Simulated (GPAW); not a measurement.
# SrO (Fm-3m) in GPAW: settings compared

Aim: see how the results for SrO move with the level of theory and the settings. Levels: TB-mBJ, PBE, AM05. Tasks: single point, equation of state, band structure.

Everything below comes from runs of GPAW 26.7.0. Logs are shortened: lines on timing, memory, paths and dates and some standing lists are left out, and cuts for length are marked. The log counts tension as positive stress, the text compression.

### Step 1. Starting point

The structure is cubic, space group Fm-3m (No. 225). The conventional cell has a = 5.133 Å, b = 5.133 Å, c = 5.133 Å, α = 90.00°, β = 90.00°, γ = 90.00°. Sr (site symmetry m-3m) has 6 O at 2.57 Å as nearest neighbours. O (site symmetry m-3m) is surrounded by 6 Sr at 2.57 Å.

### Step 2. Single point, TB-mBJ

run.py

```python
from ase.dft.bandgap import bandgap
from ase.io import read, write
from gpaw import GPAW, PW

atoms = read('POSCAR')

calc = GPAW(mode=PW(800),
            xc='TB09',
            kpts={'size': (7, 7, 7), 'gamma': True},
            occupations={'name': 'fermi-dirac', 'width': 0.05},
            nbands=16,
            convergence={'density': 1e-05, 'energy': 1e-05},
            eigensolver='cg',
            maxiter=150,
            txt='gpaw.txt')
atoms.calc = calc
energy = atoms.get_potential_energy()
calc.write('gs.gpw')
write('result.traj', atoms)
print('Fermi level:', round(calc.get_fermi_level(), 4), 'eV')
print(f'Gap: {bandgap(calc)[0]:.4f} eV, direct: {bandgap(calc, direct=True)[0]:.4f} eV')
```

POSCAR

```
SrO
1.0
    0.0000000000      2.5663000000      2.5663000000
    2.5663000000      0.0000000000      2.5663000000
    2.5663000000      2.5663000000      0.0000000000
Sr O
1 1
Direct
    0.5000000000      0.5000000000      0.5000000000
    0.0000000000      0.0000000000      0.0000000000
```

Potentials or basis: GPAW PAW data sets for LDA (gpaw-data 1.2.1), pw.

On the command line:

```sh
$ OMP_NUM_THREADS=1 python run.py
```

gpaw.txt:

```text
___ ___ ___ _ _ _
 |   |   |_  | | | |
 | | | | | . | | | |
 |__ |  _|___|_____|  26.7.0
 |___|_|

Input parameters:
  convergence: {density: 1e-05,
                energy: 1e-05}
  eigensolver: cg
  kpts: {gamma: True,
         size: (7, 7, 7)}
  maxiter: 150
  mode: {ecut: 800.0,
         name: pw}
  nbands: 16
  occupations: {name: fermi-dirac,
                width: 0.05}
  xc: TB09

System changes: positions, numbers, cell, pbc, initial_charges, initial_magmoms

Initialize ...

species:
  Sr:
    name:    Strontium
    Z:       38.0
    valence: 10
    core:    28
    charge:  0.0  # [|e|]
    compensation charges:
      type: gauss
      rc: 0.40  # [Å]
      lmax: 2
    cutoffs:
      filter: 2.39  # [Å]
      core: 1.85  # [Å]
    projectors
    | kind |    occ | energy [eV] | rcut [Å] |
    |------|--------|-------------|----------|
    |   4s |  2.000 |     -40.901 |    1.291 |
    |   5s |  2.000 |      -3.641 |    1.291 |
    |   4p |  6.000 |     -22.864 |    1.291 |
    |    p |        |       4.348 |    1.291 |
    |    d |        |       0.000 |    1.254 |

    Using partial waves for Sr as LCAO basis

  O:
    name:    Oxygen
    Z:       8.0
    valence: 6
    core:    2
    charge:  0.0  # [|e|]
    compensation charges:
      type: gauss
      rc: 0.21  # [Å]
      lmax: 2
    cutoffs:
      filter: 1.17  # [Å]
      core: 0.83  # [Å]
    projectors
    | kind |    occ | energy [eV] | rcut [Å] |
    |------|--------|-------------|----------|
    |   2s |  2.000 |     -23.752 |    0.688 |
    |   2p |  4.000 |      -9.195 |    0.598 |
    |    s |        |       3.459 |    0.688 |
    |    p |        |      18.016 |    0.598 |
    |    d |        |       0.000 |    0.619 |

    Using partial waves for O as LCAO basis

Reference energy: -88424.643132  # eV

Spin-paired calculation

Convergence criteria:
 Maximum [total energy] change in last 3 cyles: 1e-05 eV / valence electron
 Maximum integral of absolute [dens]ity change: 1e-05 electrons / valence electron
 Maximum integral of absolute [eigenst]ate change: 4e-08 eV^2 / valence electron
 Maximum number of scf [iter]ations: 150
 (Square brackets indicate name in SCF output, whereas a 'c' in
 the SCF output indicates the quantity has converged.)

Symmetries present (total): 48

  ( 1  0  0)  ( 1  0  0)  ( 1  0  0)  ( 1  0  0)  ( 1  0 -1)  ( 1  0 -1)
  ( 1  0 -1)  ( 1 -1  0)  ( 0  1  0)  ( 0  0  1)  ( 1  0  0)  ( 1 -1  0)
  ( 1 -1  0)  ( 1  0 -1)  ( 0  0  1)  ( 0  1  0)  ( 1 -1  0)  ( 1  0  0)

  ( 1  0 -1)  ( 1  0 -1)  ( 1 -1  0)  ( 1 -1  0)  ( 1 -1  0)  ( 1 -1  0)
  ( 0  1 -1)  ( 0  0 -1)  ( 1  0  0)  ( 1  0 -1)  ( 0 -1  1)  ( 0 -1  0)
  ( 0  0 -1)  ( 0  1 -1)  ( 1  0 -1)  ( 1  0  0)  ( 0 -1  0)  ( 0 -1  1)

  ( 0  1  0)  ( 0  1  0)  ( 0  1  0)  ( 0  1  0)  ( 0  1 -1)  ( 0  1 -1)
  ( 1  0  0)  ( 0  1 -1)  ( 0  0  1)  (-1  1  0)  ( 1  0 -1)  ( 0  1  0)
  ( 0  0  1)  (-1  1  0)  ( 1  0  0)  ( 0  1 -1)  ( 0  0 -1)  (-1  1  0)

  ( 0  1 -1)  ( 0  1 -1)  ( 0  0  1)  ( 0  0  1)  ( 0  0  1)  ( 0  0  1)
  ( 0  0 -1)  (-1  1  0)  ( 1  0  0)  ( 0  1  0)  ( 0 -1  1)  (-1  0  1)
  ( 1  0 -1)  ( 0  1  0)  ( 0  1  0)  ( 1  0  0)  (-1  0  1)  ( 0 -1  1)

  ( 0  0 -1)  ( 0  0 -1)  ( 0  0 -1)  ( 0  0 -1)  ( 0 -1  1)  ( 0 -1  1)
  ( 1  0 -1)  ( 0  1 -1)  ( 0 -1  0)  (-1  0  0)  ( 1 -1  0)  ( 0  0  1)
  ( 0  1 -1)  ( 1  0 -1)  (-1  0  0)  ( 0 -1  0)  ( 0 -1  0)  (-1  0  1)

  ( 0 -1  1)  ( 0 -1  1)  ( 0 -1  0)  ( 0 -1  0)  ( 0 -1  0)  ( 0 -1  0)
  ( 0 -1  0)  (-1  0  1)  ( 1 -1  0)  ( 0  0 -1)  ( 0 -1  1)  (-1  0  0)
  ( 1 -1  0)  ( 0  0  1)  ( 0 -1  1)  (-1  0  0)  ( 1 -1  0)  ( 0  0 -1)

  (-1  1  0)  (-1  1  0)  (-1  1  0)  (-1  1  0)  (-1  0  1)  (-1  0  1)
  ( 0  1  0)  ( 0  1 -1)  (-1  0  1)  (-1  0  0)  ( 0  0  1)  ( 0 -1  1)
  ( 0  1 -1)  ( 0  1  0)  (-1  0  0)  (-1  0  1)  ( 0 -1  1)  ( 0  0  1)

  (-1  0  1)  (-1  0  1)  (-1  0  0)  (-1  0  0)  (-1  0  0)  (-1  0  0)
  (-1  1  0)  (-1  0  0)  ( 0  0 -1)  ( 0 -1  0)  (-1  1  0)  (-1  0  1)
  (-1  0  0)  (-1  1  0)  ( 0 -1  0)  ( 0  0 -1)  (-1  0  1)  (-1  1  0)

343 k-points: 7 x 7 x 7 Monkhorst-Pack grid
20 k-points in the irreducible part of the Brillouin zone
       k-points in crystal coordinates                weights
   0:     0.00000000    0.00000000    0.00000000          1/343
   1:     0.14285714    0.14285714    0.00000000          6/343
   2:     0.14285714    0.14285714    0.14285714          8/343
   3:     0.28571429    0.14285714    0.14285714         12/343
   4:     0.28571429    0.28571429    0.00000000          6/343
   5:     0.28571429    0.28571429    0.14285714         24/343
   6:     0.28571429    0.28571429    0.28571429          8/343
   7:     0.42857143   -0.28571429   -0.28571429         12/343
   8:     0.42857143    0.28571429   -0.42857143         48/343
   9:     0.42857143    0.28571429   -0.28571429         24/343
          ...
  19:     0.42857143    0.42857143    0.42857143          8/343

Wave functions: Plane wave expansion
  Cutoff energy: 800.000 eV
  Number of coefficients (min, max): 1722, 1807
  Pulay-stress correction: 0.000000 eV/Ang^3 (de/decut=0.000000)
  Using FFTW library
  ScaLapack parameters: grid=1x1, blocksize=None
  Wavefunction extrapolation:
    Improved wavefunction reuse through dual PAW basis

Occupation numbers: Fermi-Dirac:
  width: 0.0500  # eV

Eigensolver
   CG(niter=4, rtol=3.0e-01)

Densities:
  Coarse grid: 24*24*24 grid
  Fine grid: 48*48*48 grid
  Total Charge: 0.000000

Density mixing:
  Method: separate
  Backend: msr1
  Linear mixing parameter: 0.05
  old densities: 10
  Width of damping distribution: 1.1
  Damping of long wavelength oscillations: 20

Hamiltonian:
  XC and Coulomb potentials evaluated on a 48*48*48 grid
  Using the TB09 Exchange-Correlation functional
  External potential:
    NoExternalPotential

XC parameters: TB09 with 2 nearest neighbor stencil

Number of atoms: 2
Number of atomic orbitals: 9
Number of bands in calculation: 16
Number of valence electrons: 16
Bands to converge: occupied

... initialized

Initializing position-dependent things.

Density initialized from atomic densities
Creating initial wave functions:
  9 bands from LCAO basis set
  7 bands from random numbers

               Sr

       O

Atomic positions and initial magnetic moments

Positions:
   0 Sr     2.566300    2.566300    2.566300    ( 0.0000,  0.0000,  0.0000)
   1 O      0.000000    0.000000    0.000000    ( 0.0000,  0.0000,  0.0000)

Unit cell:
           periodic     x           y           z      points  spacing
  1. axis:    yes    0.000000    2.566300    2.566300    24     0.1235
  2. axis:    yes    2.566300    0.000000    2.566300    24     0.1235
  3. axis:    yes    2.566300    2.566300    0.000000    24     0.1235

  Lengths:   3.629296   3.629296   3.629296
  Angles:   60.000000  60.000000  60.000000

Effective grid spacing dv^(1/3) = 0.1347

iter:   1  2956.953765
iter:   2  2964.512296   +1.48  -0.82
iter:   3  2965.133631   +0.82  -0.98
iter:   4  2965.928137   +0.03  -1.11
iter:   5  2969.316453   -0.11  -1.22
iter:   6  2968.964702   -0.50  -1.49
iter:   7  2971.840923   -0.58  -1.60
iter:   8  2970.212348   -0.31  -1.56
iter:   9  2970.552504   -0.50  -1.77
iter:  10  2969.802976   -1.42  -2.24
iter:  11  2970.455987   -1.30  -2.16
iter:  12  2970.393449   -1.54  -2.73
iter:  13  2970.435380   -2.42  -2.65
iter:  14  2970.509773   -3.16  -2.63
iter:  15  2970.670993   -2.93  -2.65
iter:  16  2970.921833   -2.45  -3.13
iter:  17  2970.732757   -2.48  -3.05
iter:  18  2970.745292   -2.77  -3.00
iter:  19  2970.724853   -3.80  -3.15
iter:  20  2970.724318   -4.14  -3.78
iter:  21  2970.730679   -4.90  -3.77
iter:  22  2970.730671   -5.66  -4.04
iter:  23  2970.732209   -6.64  -3.94
iter:  24  2970.728594   -6.39  -3.93
iter:  25  2970.728664   -6.15  -4.08
iter:  26  2970.727825   -7.13  -3.97
iter:  27  2970.727091   -7.08  -4.05
iter:  28  2970.725080   -7.16  -4.03
iter:  29  2970.721168   -6.36  -4.14
iter:  30  2970.716674   -5.97  -4.37
iter:  31  2970.716189   -6.53  -4.71
iter:  32  2970.716540   -7.36  -4.55
iter:  33  2970.714204   -6.78  -4.59
iter:  34  2970.715659   -6.78  -5.01c
iter:  35  2970.716575   -6.68  -4.93
iter:  36  2970.715063   -7.04  -4.85
iter:  37  2970.715207   -7.19  -4.85
iter:  38  2970.715735   -7.64c -4.77
iter:  39  2970.713878   -7.11  -4.64
iter:  40  2970.714333   -7.09  -5.06c
iter:  41  2970.712348   -7.41c -4.98
iter:  42  2970.713600   -7.12  -5.08c
iter:  43  2970.712409   -7.14  -5.00
iter:  44  2970.712735   -7.24  -5.19c
iter:  45  2970.712519   -7.60c -5.09c
iter:  46  2970.712463   -8.02c -5.91c
iter:  47  2970.712379c  -8.92c -5.83c

Converged after 47 iterations.

Dipole moment: (0.000000, 0.000000, 0.000000) |e|*Ang

Energy contributions relative to reference atoms: (reference = -88424.643132)

Kinetic:         +4.945155
Potential:       +2.532124
External:        +0.000000
XC:            +2964.864872
Entropy (-ST):   -0.000000
Local:           -1.629772
SIC:             +0.000000
--------------------------
Free energy:   +2970.712379
Extrapolated:  +2970.712379

Showing only first 2 kpts
 Kpt  Band  Eigenvalues  Occupancy
  0     6      5.84853    2.00000
  0     7      5.84864    2.00000
  0     8     12.04713    0.00000
  0     9     13.15777    0.00000

  1     6      5.78936    2.00000
  1     7      5.78943    2.00000
  1     8     12.54670    0.00000
  1     9     12.81869    0.00000

Fermi level: 7.25970

Gap: 5.040 eV
Transition (v -> c):
  (s=0, k=0, n=7, [0.00, 0.00, 0.00]) -> (s=0, k=16, n=8, [0.43, 0.43, 0.00])
Direct/indirect transitions are different
Direct gap: 5.108 eV
Transition at: (s=0, k=16, n=7, [0.43, 0.43, 0.00])
Writing to gs.gpw (mode='')
```

Wall time 40 s (1 thread of Arm Neoverse V2, shared host); peak memory 0.22 GiB.

Results:

```
Band gap on the k mesh : 5.04 eV, indirect (least direct gap 5.11 eV)
```

Levels at points of the mesh, in eV from the valence-band top:
| k point | band 6 | band 7 | band 8 | band 9 | band 10 | band 11 |
| --- | --- | --- | --- | --- | --- | --- |
| (0.00, 0.00, 0.00) | 0.00 | 0.00 | 0.00 | 6.20 | 7.31 | 7.31 |

Caveat: a model potential gives levels but no total energy; the PAW data sets were made with another functional, which shifts forces and pressure a little; an odd mesh through Γ misses points on the zone boundary, where band edges often lie.

### Step 3. Equation of state, PBE

run.py

```python
from ase import Atoms
from ase.eos import EquationOfState
from ase.io import Trajectory
from ase.units import GPa
from gpaw import GPAW, PW

atoms = Atoms(['Sr', 'O'],
              cell=[[0.0, 2.5663, 2.5663],
                    [2.5663, 0.0, 2.5663],
                    [2.5663, 2.5663, 0.0]],
              scaled_positions=[[0.5, 0.5, 0.5],
                                [0.0, 0.0, 0.0]],
              pbc=True)

traj = Trajectory('eos.traj', 'w')
volumes, energies = [], []
for x in [0.94, 0.96, 0.98, 1.0, 1.02, 1.04, 1.06]:
    a = atoms.copy()
    a.set_cell(atoms.cell * x**(1 / 3), scale_atoms=True)
    calc = GPAW(mode=PW(800),
                xc='PBE',
                kpts={'size': (7, 7, 7), 'gamma': True},
                occupations={'name': 'fermi-dirac', 'width': 0.05},
                nbands=16,
                convergence={'density': 1e-05, 'energy': 1e-05},
                maxiter=150,
                txt=f'eos-{x:.2f}.txt')
    a.calc = calc
    energies.append(a.get_potential_energy(force_consistent=True))
    volumes.append(a.get_volume())
    p = -a.get_stress()[:3].mean() / GPa
    calc.write(f'eos-{x:.2f}.gpw')
    traj.write(a)
    print(f'{x:.2f} {volumes[-1]:10.4f} A^3 {energies[-1]:14.6f} eV {p:9.3f} GPa', flush=True)

v0, e0, B = EquationOfState(volumes, energies, eos='birchmurnaghan').fit()
print(f'V0 = {v0:.4f} A^3, E0 = {e0:.6f} eV, B0 = {B / GPa:.2f} GPa')
```

Potentials or basis: GPAW PAW data sets (gpaw-data 1.2.1), pw.

On the command line:

```sh
$ OMP_NUM_THREADS=1 python run.py
```

The log of the run:

```text
__  _  _
 | _ |_)|_||  |
 |__||  | ||/\| - 26.7.0

Input parameters:
  mode=PW(ecut=800.0),
  convergence={'density': 1e-05, 'energy': 1e-05},
  kpts=MonkhorstPack(size=(7, 7, 7), gamma=True),
  maxiter=150,
  nbands=16,
  occupations=Occupations(name='fermi-dirac', width=0.05),
  xc=XC(name='PBE')

Diagonalizing LCAO Hamiltonian
Converting LCAO to pw mode

               Sr

       O

Atoms  # Å, Bohr magnetons
|   | symbol |        x |        y |        z |    initial magnetic moments |
|---|--------|----------|----------|----------|-----------------------------|
| 0 |     Sr | 2.513912 | 2.513912 | 2.513912 | ( 0.0000,  0.0000,  0.0000) |
| 1 |      O | 0.000000 | 0.000000 | 0.000000 | ( 0.0000,  0.0000,  0.0000) |

Unit cell  # Å
| periodic |        x |        y |        z |  lengths |    angles |
|----------|----------|----------|----------|----------|-----------|
|      yes | 0.000000 | 2.513912 | 2.513912 | 3.555208 | 60.000000 |
|      yes | 2.513912 | 0.000000 | 2.513912 | 3.555208 | 60.000000 |
[... 197 lines left out ...]
|iter:  10| |  -12.198726c| -7.85c| -5.09c|

Converged in 10 steps
Energy contributions relative to reference atoms: (reference = -88537.622309)

Energy contributions:
  Kinetic:          22.023365
  Coulomb:         -17.978512
  Zero:             -0.163480
  External:          0.000000
  Xc:              -16.080099
  Entropy:          -0.000000
  Spinorbit:         0.000000
  ----------------------------
  Free energy:     -12.198726
  Extrapolated:    -12.198726

dipole moment: (-14.112428, -14.112428, -14.112428)  # |e|*Ang

Fermi level: 6.706
Eigenvalues  # (at kpt = [0.000, 0.000, 0.000])
| band index |      eig [eV] | occ [0-2] |
|------------|---------------|-----------|
|          0 |       -26.364 |     2.000 |
|          1 |        -9.432 |     2.000 |
|          2 |        -7.946 |     2.000 |
|          3 |        -7.946 |     2.000 |
|          4 |        -7.946 |     2.000 |
|          5 |         5.675 |     2.000 |
[... 8 lines left out ...]
|         14 |        18.447 |     0.000 |
|         15 |        29.904 |     0.000 |

Gap: 3.424 eV
Transition (v -> c):
  (s=0, k=0, n=7, [0.00, 0.00, 0.00]) -> (s=0, k=16, n=8, [0.43, 0.43, 0.00])
Direct/indirect transitions are different
Direct gap: 3.464 eV
Transition at: (s=0, k=16, n=7, [0.43, 0.43, 0.00])

Stress tensor  # eV/Ang^3
|         x |         y |         z |
|-----------|-----------|-----------|
| -0.068560 | -0.000000 | -0.000000 |
| -0.000000 | -0.068560 |  0.000000 |
| -0.000000 |  0.000000 | -0.068560 |

# Writing to eos-0.94.gpw (mode='')
```

stdout:

```text
0.94    31.7746 A^3     -12.198726 eV    10.984 GPa
0.96    32.4507 A^3     -12.239733 eV     8.340 GPa
0.98    33.1267 A^3     -12.270114 eV     5.964 GPa
1.00    33.8028 A^3     -12.291063 eV     3.831 GPa
1.02    34.4788 A^3     -12.303443 eV     1.913 GPa
1.04    35.1549 A^3     -12.308155 eV     0.187 GPa
1.06    35.8309 A^3     -12.305872 eV    -1.368 GPa
V0 = 35.2625 A^3, E0 = -12.308223 eV, B0 = 84.31 GPa
```

Run time: 62 s. Hardware: 1 thread of Arm Neoverse V2, shared host; peak memory 0.22 GiB.

Results:

| Property | Result |
| --- | --- |
| Equilibrium volume | 17.63 Å³/atom |
| Bulk modulus | 84 GPa |
| Pressure derivative of the bulk modulus | 4.4 |

Energy against volume, from the lowest point:
```csv
volume (Å³/atom),energy (meV/atom)
15.887,54.71
16.225,34.21
16.563,19.02
16.901,8.55
17.239,2.36
17.577,0.00
17.915,1.14
```

(Continued in part 2 of 2.)
